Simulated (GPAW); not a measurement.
A run of GPAW 26.7.0 is set up as follows.

File run.py:

```python
from ase.dft.bandgap import bandgap
from ase.io import write
from ase.spacegroup import crystal
from ase.parallel import parprint
from gpaw import GPAW, PW

# B 1d
atoms = crystal(['B'],
                basis=[[0.5, 0.5, 0.5]],
                spacegroup=123, setting=1,  # P4/mmm
                cellpar=[2.34611, 2.34611, 1.58579, 90.0, 90.0, 90.0],
                primitive_cell=True)

calc = GPAW(mode=PW(600),
            xc='EXX',
            kpts={'size': (4, 4, 6), 'gamma': True},
            occupations={'name': 'fermi-dirac', 'width': 0.05},
            nbands=6,
            convergence={'density': 1e-05, 'energy': 1e-05},
            symmetry={'point_group': False},
            maxiter=60,
            txt='gpaw.txt')
atoms.calc = calc
energy = atoms.get_potential_energy()
calc.write('gs.gpw')
write('result.traj', atoms)
parprint(f'Energy: {energy:.6f} eV')
parprint('Fermi level:', round(calc.get_fermi_level(), 4), 'eV')
parprint(f'Gap: {bandgap(calc)[0]:.4f} eV, direct: {bandgap(calc, direct=True)[0]:.4f} eV')
```

Potentials or basis: GPAW PAW data sets (gpaw-data 1.2.1), pw.

Launch:

```console
$ OMP_NUM_THREADS=1 mpirun -n 4 gpaw python run.py
```

**Question.** What does it give for the band gap on the k mesh?

**Answer.** None (metal or under the smearing width).

Caveat: the k mesh is coarse (spacing up to 0.67 Å⁻¹), so the values aren't converged, least of all with exact exchange; exact exchange converges slowly with the k mesh, and this mesh is small.
